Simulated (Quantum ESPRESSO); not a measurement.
# CoO (Pm-3m) in Quantum ESPRESSO: further runs

One crystal, CoO, is run at these levels: LDA, PBEsol; tasks: phonons.

All numbers are computed with Quantum ESPRESSO 7.5; they aren't measurements. Logs are shortened: lines on timing, memory, paths and dates and some standing lists are left out, and cuts for length are marked.

### Step 1. The crystal as given

Symmetry: Pm-3m, No. 221, cubic system. The conventional cell has a = 2.571 Å, b = 2.571 Å, c = 2.571 Å, α = 90.00°, β = 90.00°, γ = 90.00°. Around Co (site symmetry m-3m) lie 8 O at 2.23 Å. O (site symmetry m-3m) has 8 Co at 2.23 Å as nearest neighbours.

Measurements of this composition are mostly on another form, of space group No. 225.

### Step 2. Phonons, LDA, collinear spin, ferromagnetic start

Contents of pw.in:

```
&CONTROL
  calculation = 'scf'
  prefix = 'pwscf'
  outdir = './tmp'
  pseudo_dir = './pseudo'
  tprnfor = .true.
  tstress = .true.
  disk_io = 'low'
/
&SYSTEM
  ibrav = 0
  A = 2.57052631
  nat = 2
  ntyp = 2
  ecutwfc = 96
  nbnd = 21
  occupations = 'smearing'
  smearing = 'fd'
  degauss = 0.00367493
  nspin = 2
  starting_magnetization(1) = 0.1176
  starting_magnetization(2) = 0
/
&ELECTRONS
  conv_thr = 4d-10
  electron_maxstep = 120
  mixing_beta = 0.3
/
ATOMIC_SPECIES
Co    58.9332 Co.upf
O     15.9990 O.upf
CELL_PARAMETERS alat
   1.0000000000    0.0000000000    0.0000000000
   0.0000000000    1.0000000000    0.0000000000
   0.0000000000    0.0000000000    1.0000000000
ATOMIC_POSITIONS alat
Co     0.0000000000    0.0000000000    0.0000000000
O      0.5000000000    0.5000000000    0.5000000000
K_POINTS automatic
6 6 6 1 1 1
```

Contents of relax.in:

```
&CONTROL
  calculation = 'vc-relax'
  prefix = 'pwscf'
  outdir = './tmp'
  pseudo_dir = './pseudo'
  tprnfor = .true.
  tstress = .true.
  disk_io = 'low'
  nstep = 40
  forc_conv_thr = 0.0001
  etot_conv_thr = 1d-06
/
&SYSTEM
  ibrav = 0
  A = 2.57052631
  nat = 2
  ntyp = 2
  ecutwfc = 96
  nbnd = 21
  occupations = 'smearing'
  smearing = 'fd'
  degauss = 0.00367493
  nspin = 2
  starting_magnetization(1) = 0.1176
  starting_magnetization(2) = 0
/
&ELECTRONS
  conv_thr = 4d-10
  electron_maxstep = 120
  mixing_beta = 0.3
/
&IONS
  ion_dynamics = 'bfgs'
/
&CELL
  cell_dynamics = 'bfgs'
  press = 0
  press_conv_thr = 0.2
/
ATOMIC_SPECIES
Co    58.9332 Co.upf
O     15.9990 O.upf
CELL_PARAMETERS alat
   1.0000000000    0.0000000000    0.0000000000
   0.0000000000    1.0000000000    0.0000000000
   0.0000000000    0.0000000000    1.0000000000
ATOMIC_POSITIONS alat
Co     0.0000000000    0.0000000000    0.0000000000
O      0.5000000000    0.5000000000    0.5000000000
K_POINTS automatic
6 6 6 1 1 1
```

Contents of scf2.in:

```
&CONTROL
  calculation = 'scf'
  prefix = 'pwscf'
  outdir = './tmp'
  pseudo_dir = './pseudo'
  tprnfor = .true.
  tstress = .true.
  disk_io = 'low'
/
&SYSTEM
  ibrav = 0
  A = 2.53762668
  nat = 2
  ntyp = 2
  ecutwfc = 96
  nbnd = 21
  occupations = 'smearing'
  smearing = 'fd'
  degauss = 0.00367493
  nspin = 2
  starting_magnetization(1) = 0.1176
  starting_magnetization(2) = 0
/
&ELECTRONS
  conv_thr = 1d-13
  electron_maxstep = 120
  mixing_beta = 0.3
  startingpot = 'file'
  startingwfc = 'file'
/
ATOMIC_SPECIES
Co    58.9332 Co.upf
O     15.9990 O.upf
CELL_PARAMETERS alat
   1.0000000007    0.0000000000    0.0000000000
   0.0000000000    1.0000000007    0.0000000000
   0.0000000000    0.0000000000    1.0000000007
ATOMIC_POSITIONS alat
Co     0.0000000000    0.0000000000    0.0000000000
O      0.5000000004    0.5000000004    0.5000000004
K_POINTS automatic
6 6 6 1 1 1
```

Contents of ph.in:

```
phonons of CoO
&INPUTPH
  prefix = 'pwscf'
  outdir = './tmp'
  tr2_ph = 1d-18
  fildyn = 'dyn'
  niter_ph = 90
  alpha_mix(1) = 0.4
/
0.0000000000 0.0000000000 0.0000000000
```

Contents of dynmat.in:

```
&INPUT
  fildyn = 'dyn'
  asr = 'crystal'
  filout = 'dynmat.disp'
  fileig = 'dynmat.eig'
/
```

Potentials or basis: PseudoDojo 0.4.1 SR LDA standard.

Started as:

```bash
> OMP_NUM_THREADS=1 pw.x -in pw.in > pw.out
> OMP_NUM_THREADS=1 pw.x -in relax.in > relax.out
> OMP_NUM_THREADS=1 pw.x -in scf2.in > scf2.out
> OMP_NUM_THREADS=1 ph.x -in ph.in > ph.out
> OMP_NUM_THREADS=1 dynmat.x -in dynmat.in > dynmat.out
```

pw.out:

```text
This program is part of the open-source Quantum ESPRESSO suite
     for quantum simulation of materials; please cite
[... 9 lines left out ...]
     --------------------
     sticks:   dense  smooth     PW     G-vecs:    dense   smooth      PW
     Sum         725     725    221                14531    14531    2373

     Using Slab Decomposition

     bravais-lattice index     =            0
     lattice parameter (alat)  =       4.8576  a.u.
     unit-cell volume          =     114.6206 (a.u.)^3
     number of atoms/cell      =            2
     number of atomic types    =            2
     number of electrons       =        23.00
     number of Kohn-Sham states=           21
     kinetic-energy cutoff     =      96.0000  Ry
     charge density cutoff     =     384.0000  Ry
     scf convergence threshold =      4.0E-10
     mixing beta               =       0.3000
     number of iterations used =            8  plain     mixing
     Exchange-correlation= SLA  PW   NOGX NOGC
                           (   1   4   0   0   0   0   0)

     celldm(1)=   4.857591  celldm(2)=   0.000000  celldm(3)=   0.000000
     celldm(4)=   0.000000  celldm(5)=   0.000000  celldm(6)=   0.000000

     crystal axes: (cart. coord. in units of alat)
               a(1) = (   1.000000   0.000000   0.000000 )
               a(2) = (   0.000000   1.000000   0.000000 )
               a(3) = (   0.000000   0.000000   1.000000 )

     reciprocal axes: (cart. coord. in units 2 pi/alat)
               b(1) = (  1.000000  0.000000  0.000000 )
               b(2) = (  0.000000  1.000000  0.000000 )
               b(3) = (  0.000000  0.000000  1.000000 )

     PseudoPot. # 1 for Co read from file:
     Co.upf
     Pseudo is Norm-conserving + core correction, Zval = 17.0
     Generated using ONCVPSP code by D. R. Hamann
     Using radial grid of 1372 points,  6 beta functions with:
                l(1) =   0
                l(2) =   0
                l(3) =   1
                l(4) =   1
                l(5) =   2
                l(6) =   2

     PseudoPot. # 2 for O  read from file:
     O.upf
     Pseudo is Norm-conserving + core correction, Zval =  6.0
     Generated using ONCVPSP code by D. R. Hamann
     Using radial grid of  926 points,  5 beta functions with:
                l(1) =   0
                l(2) =   0
                l(3) =   1
                l(4) =   1
                l(5) =   2

     atomic species   valence    mass     pseudopotential
     Co               17.00    58.93320     Co( 1.00)
     O                 6.00    15.99900     O ( 1.00)

     Starting magnetic structure
     atomic species   magnetization
     Co              0.118
     O               0.000

     48 Sym. Ops., with inversion, found

   Cartesian axes

     site n.     atom                  positions (alat units)
         1        Co     tau(   1) = (   0.0000000   0.0000000   0.0000000  )
         2        O      tau(   2) = (   0.5000000   0.5000000   0.5000000  )

     number of k points=    10  Fermi-Dirac smearing, width (Ry)=  0.0037
                       cart. coord. in units 2pi/alat
        k(    1) = (   0.0833333   0.0833333   0.0833333), wk =   0.0370370
        k(    2) = (   0.0833333   0.0833333   0.2500000), wk =   0.1111111
        k(    3) = (   0.0833333   0.0833333   0.4166667), wk =   0.1111111
        k(    4) = (   0.0833333   0.2500000   0.2500000), wk =   0.1111111
        k(    5) = (   0.0833333   0.2500000   0.4166667), wk =   0.2222222
        k(    6) = (   0.0833333   0.4166667   0.4166667), wk =   0.1111111
        k(    7) = (   0.2500000   0.2500000   0.2500000), wk =   0.0370370
        k(    8) = (   0.2500000   0.2500000   0.4166667), wk =   0.1111111
        k(    9) = (   0.2500000   0.4166667   0.4166667), wk =   0.1111111
        k(   10) = (   0.4166667   0.4166667   0.4166667), wk =   0.0370370

     Dense  grid:    14531 G-vectors     FFT dimensions: (  32,  32,  32)

     Generating pointlists ...
     new r_m :   0.3572 (alat units)  1.7353 (a.u.) for type    1
     new r_m :   0.3572 (alat units)  1.7353 (a.u.) for type    2

     Initial potential from superposition of free atoms

     starting charge      22.9998, renormalised to      23.0000
     Starting wfcs are   14 randomized atomic wfcs +    7 random wfcs

     Self-consistent Calculation

     iteration #  1     ecut=    96.00 Ry     beta= 0.30
     Davidson diagonalization with overlap
     ethr =  1.00E-02,  avg # of iterations =  5.1

     Threshold (ethr) on eigenvalues was too large:
     Diagonalizing with lowered threshold

     Davidson diagonalization with overlap
     ethr =  6.53E-04,  avg # of iterations =  1.0

     total energy              =    -338.50979947 Ry
     estimated scf accuracy    <       0.15029854 Ry

     total magnetization       =     2.60 Bohr mag/cell
     absolute magnetization    =     2.60 Bohr mag/cell

     iteration #  2     ecut=    96.00 Ry     beta= 0.30
     Davidson diagonalization with overlap
     ethr =  6.53E-04,  avg # of iterations =  1.1

     total energy              =    -338.52016879 Ry
     estimated scf accuracy    <       0.12519205 Ry

     total magnetization       =     1.83 Bohr mag/cell
     absolute magnetization    =     1.83 Bohr mag/cell

     iteration #  3     ecut=    96.00 Ry     beta= 0.30
     Davidson diagonalization with overlap
     ethr =  5.44E-04,  avg # of iterations =  1.0

     total energy              =    -338.53918444 Ry
     estimated scf accuracy    <       0.01807635 Ry

     total magnetization       =     2.41 Bohr mag/cell
     absolute magnetization    =     2.41 Bohr mag/cell

     iteration #  4     ecut=    96.00 Ry     beta= 0.30
     Davidson diagonalization with overlap
     ethr =  7.86E-05,  avg # of iterations =  1.0
[... 91 lines left out ...]
     total energy              =    -338.54577858 Ry
     estimated scf accuracy    <       0.00000015 Ry

     total magnetization       =     3.00 Bohr mag/cell
     absolute magnetization    =     3.01 Bohr mag/cell

     iteration # 14     ecut=    96.00 Ry     beta= 0.30
     Davidson diagonalization with overlap
     ethr =  6.34E-10,  avg # of iterations =  1.1

     total energy              =    -338.54577860 Ry
     estimated scf accuracy    <          5.9E-09 Ry

     total magnetization       =     3.00 Bohr mag/cell
     absolute magnetization    =     3.01 Bohr mag/cell

     iteration # 15     ecut=    96.00 Ry     beta= 0.30
     Davidson diagonalization with overlap
     ethr =  2.58E-11,  avg # of iterations =  1.0

     Magnetic moment per site  (integrated on atomic sphere of radius R)
     atom   1 (R=0.357)  charge= 14.8703  magn=  2.4372
     atom   2 (R=0.357)  charge=  5.9030  magn=  0.5072

     End of self-consistent calculation

 ------ SPIN UP ------------

          k = 0.0833 0.0833 0.0833 (  1830 PWs)   bands (ev):

   -79.8478 -43.5458 -43.5450 -43.5450  -4.2910  11.3484  11.3484  11.7352
    12.9195  12.9195  14.0921  14.0921  14.1899  18.4471  31.2039  31.2039
    35.3675  37.3581  37.3581  44.6417  44.6417

          k = 0.0833 0.0833 0.2500 (  1823 PWs)   bands (ev):

   -79.8425 -43.5995 -43.5408 -43.5403  -3.7467   9.2311  11.3348  11.6939
    12.2424  13.4919  13.7771  14.6936  15.0967  20.2795  28.7145  31.5069
    34.6721  35.4833  40.6827  42.2456  43.6473

          k = 0.0833 0.0833 0.4167 (  1831 PWs)   bands (ev):

   -79.8371 -43.6534 -43.5361 -43.5356  -3.0965   7.3696  11.1348  11.5347
    12.1067  13.7494  14.3870  15.0972  15.7805  22.3286  25.3054  32.1016
    33.4235  34.4070  40.6440  43.1958  45.8093

          k = 0.0833 0.2500 0.2500 (  1832 PWs)   bands (ev):

   -79.8372 -43.5952 -43.5929 -43.5360  -3.2929   9.3620  10.1981  11.7175
    12.4853  13.3250  13.8838  14.2183  15.2698  21.5686  28.8139  29.1015
    34.5617  35.5826  40.1426  42.4403  44.9285

          k = 0.0833 0.2500 0.4167 (  1815 PWs)   bands (ev):

   -79.8318 -43.6472 -43.5886 -43.5314  -2.7670   8.1608  10.2881  11.9434
    12.4418  13.4131  13.7547  14.4689  15.4534  22.8062  25.7681  29.3512
    34.2754  35.7380  40.5079  43.0425  45.3451
[... 9 lines left out ...]
   -79.8319 -43.5909 -43.5877 -43.5877  -2.8767   9.9683   9.9683  10.2442
    13.0492  13.0492  13.4943  15.0844  15.0844  22.0064  28.3707  28.3707
    33.1117  36.9485  36.9485  45.8665  46.7455

          k = 0.2500 0.2500 0.4167 (  1815 PWs)   bands (ev):

   -79.8266 -43.6412 -43.5844 -43.5824  -2.3973   8.5867   9.7349  11.1175
    13.0121  13.2968  13.4750  14.7601  15.7840  22.7354  25.8943  27.3721
    34.7667  35.8058  37.9166  42.7761  47.7435

          k = 0.2500 0.4167 0.4167 (  1804 PWs)   bands (ev):

   -79.8214 -43.6355 -43.6349 -43.5783  -1.9755   8.8691   8.9322  10.3909
    13.2310  13.9342  14.0752  14.8581  15.6596  22.4906  25.4330  25.6520
    35.3164  36.0401  38.3844  39.4402  50.1867

          k = 0.4167 0.4167 0.4167 (  1826 PWs)   bands (ev):

   -79.8162 -43.6299 -43.6292 -43.6292  -1.4813   8.5719   8.5719   8.9054
    14.3507  14.3507  15.0123  15.7698  15.7698  22.7185  23.7394  23.7394
    33.0274  37.9499  37.9499  37.9840  52.6258

 ------ SPIN DOWN ----------

          k = 0.0833 0.0833 0.0833 (  1830 PWs)   bands (ev):

   -77.4640 -41.0497 -41.0486 -41.0486  -3.5384  12.7224  12.7465  12.7465
    14.4625  14.4625  16.4983  16.4983  16.5974  19.2692  31.9606  31.9606
    36.0530  37.9876  37.9876  45.1285  45.1285

          k = 0.0833 0.0833 0.2500 (  1823 PWs)   bands (ev):

   -77.4583 -41.1088 -41.0441 -41.0434  -2.9671  10.0627  12.7176  12.9304
    14.1243  15.4644  16.2776  16.8916  17.2081  21.1294  29.5634  32.1684
    35.2902  35.9453  41.1723  42.8813  44.2393

          k = 0.0833 0.0833 0.4167 (  1831 PWs)   bands (ev):

   -77.4525 -41.1682 -41.0389 -41.0383  -2.2776   8.0549  12.5810  12.9235
    14.0545  16.3207  16.5528  17.1199  17.8010  23.0752  26.1650  32.6485
    33.7900  34.9910  41.3204  43.8529  46.2657

          k = 0.0833 0.2500 0.2500 (  1832 PWs)   bands (ev):

   -77.4526 -41.1040 -41.1012 -41.0387  -2.4873  10.2357  11.1138  13.0383
    14.4691  15.6285  16.2513  16.3942  17.3591  22.4563  29.5800  29.9353
    35.0750  36.1185  40.5898  43.1231  45.4826

          k = 0.0833 0.2500 0.4167 (  1815 PWs)   bands (ev):

   -77.4469 -41.1611 -41.0965 -41.0336  -1.9254   8.8702  11.3223  13.2866
    14.3823  15.8720  16.0787  16.6759  17.4486  23.6838  26.5179  30.1227
    34.7332  36.4003  41.1254  43.5894  45.8589
[... 9 lines left out ...]
   -77.4469 -41.0993 -41.0954 -41.0954  -2.0477  10.9871  11.0487  11.0487
    15.1788  15.1788  15.9913  17.2630  17.2630  22.8220  29.1581  29.1581
    33.8340  37.4502  37.4502  46.6656  47.3602

          k = 0.2500 0.2500 0.4167 (  1815 PWs)   bands (ev):

   -77.4413 -41.1544 -41.0919 -41.0896  -1.5365   9.3806  10.9599  11.9641
    15.0421  15.6891  15.7800  17.0222  17.9201  23.5661  26.5985  28.0960
    35.5492  36.3657  38.6200  43.5383  48.2523

          k = 0.2500 0.4167 0.4167 (  1804 PWs)   bands (ev):

   -77.4357 -41.1479 -41.1473 -41.0850  -1.0889   9.8243   9.8912  11.5480
    15.2389  16.1861  16.3184  17.1389  17.7714  23.3244  26.0853  26.3165
    36.1259  36.7916  39.1339  40.2166  50.6197

          k = 0.4167 0.4167 0.4167 (  1826 PWs)   bands (ev):

   -77.4301 -41.1417 -41.1408 -41.1408  -0.5739   9.6773   9.6773   9.9564
    16.6000  16.6000  17.1469  17.9655  17.9655  23.3319  24.2872  24.2872
    33.8753  38.7705  38.7705  38.8301  53.2223

     the Fermi energy is    16.0251 ev

!    total energy              =    -338.54577860 Ry
     estimated scf accuracy    <          1.6E-10 Ry
     smearing contrib. (-TS)   =      -0.00091477 Ry
     internal energy E=F+TS    =    -338.54486384 Ry

     The total energy is F=E-TS. E is the sum of the following terms:
     one-electron contribution =    -135.16953094 Ry
     hartree contribution      =      83.95991520 Ry
     xc contribution           =     -63.82596524 Ry
     ewald contribution        =    -223.50928286 Ry

     total magnetization       =     3.00 Bohr mag/cell
     absolute magnetization    =     3.01 Bohr mag/cell

     convergence has been achieved in  15 iterations

     Forces acting on atoms (cartesian axes, Ry/au):

     atom    1 type  1   force =     0.00000000    0.00000000    0.00000000
     atom    2 type  2   force =     0.00000000    0.00000000    0.00000000

     Total force =     0.000000     Total SCF correction =     0.000000

     Computing stress (Cartesian axis) and pressure

          total   stress  (Ry/bohr**3)                   (kbar)     P=      -90.60
  -0.00061587   0.00000000   0.00000000          -90.60        0.00        0.00
   0.00000000  -0.00061587   0.00000000            0.00      -90.60        0.00
   0.00000000   0.00000000  -0.00061587            0.00        0.00      -90.60

=------------------------------------------------------------------------------=
   JOB DONE.
=------------------------------------------------------------------------------=
```

Wall time 3.5 min (1 thread of Intel Xeon Platinum 8259CL at 2.50GHz (Skylake/Cascade Lake), shared host); peak memory 0.06 GiB.

Results:

```
Free energy                                           : -4606.1686 eV
Relaxed volume                                        : 8.17 Å³/atom
Relaxed cell                                          : a = 2.538 Å, b = 2.538 Å, c = 2.538 Å, α = 90.00°, β = 90.00°, γ = 90.00°
Space group after relaxing (to 0.05 Å)                : Pm-3m (No. 221)
Pressure after relaxing                               : 0.0 GPa
Band gap on the k mesh                                : none (metal or under the smearing width)
Net moment                                            : 2.98 μB per cell
Absolute moment                                       : 3.00 μB per cell
Site moments                                          : Co +2.42; O +0.51 μB
Valence electrons inside the program's atomic spheres : Co 14.87; O 5.90
Highest phonon frequency at Γ                         : 1 cm⁻¹
Most unstable mode                                    : 78i cm⁻¹
```

Step by step:
```csv
step,energy change (eV),largest force (eV/Å),pressure (GPa),volume (Å³)
1,0.0000,0.0000,-9.06,16.99
2,-0.0180,0.0000,2.03,16.21
3,-0.0188,0.0000,-0.12,16.35
4,-0.0188,0.0000,0.00,16.34
```

Final structure:
```yaml
crystal:
  lattice:
    - [2.53763, 0.00000, 0.00000]
    - [0.00000, 2.53763, 0.00000]
    - [0.00000, 0.00000, 2.53763]
  atoms:
    - { symbol: Co, position: [0.00000, 0.00000, 0.00000] }
    - { symbol: O, position: [0.50000, 0.50000, 0.50000] }
```

Phonon frequencies in cm⁻¹ (negative: imaginary):
| q point | frequencies |
| --- | --- |
| (0.000, 0.000, 0.000) | -78 -78 -78 1 1 1 |

Optical modes at Γ, degenerate ones joined:
```
cm⁻¹  components  symmetry  active in
 78i           3       T1u         IR
```

Caveat: the k mesh is coarse (spacing up to 0.41 Å⁻¹), so the values aren't converged; the mesh is thin for the phonons of a metal; some modes are imaginary; a cell with one magnetic atom can't hold antiferromagnetic order, which such compounds often take; semilocal functionals often make such compounds metallic where correlation or magnetic order opens a gap, which also shifts bond lengths. With open d or f shells a metallic result of LDA can be an artefact of self-interaction; +U or a hybrid may open a gap.

(Continued in part 2 of 4.)
